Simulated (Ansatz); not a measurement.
FeCo: the volume at rest

FeCo in a ferromagnetic state, starting from this typed cell of 11.57 Å³ an atom.

```xyz
2
Lattice="2.8500 0.0000 0.0000 0.0000 2.8500 0.0000 0.0000 0.0000 2.8500" Properties=species:S:1:pos:R:3 pbc="T T T"
Fe    0.0000    0.0000    0.0000
Co    1.4250    1.4250    1.4250
```

Settings of the Ansatz calculation: k mesh 6×6×6; Fermi–Dirac smearing of 0.1 eV; collinear spin from start moments 2.8, 1.7 μB (atoms as listed). Cell and atoms are relaxed to zero stress with the symmetry kept and no dispersion correction.

Caveats: coarse k mesh.

What volume results under PBE, and how much do the potentials matter?


```csv
functional,potentials,cutoff (eV),volume (Å³/atom),change (%)
PBE,Ansatz generated PAW,420,11.59,0.1
PBE,Ansatz hand-made PAW,900,11.58,0.1
PBE,JTH PAW,1320,11.57,0.0
PBE,Ansatz norm-conserving,1306,11.58,0.0
```
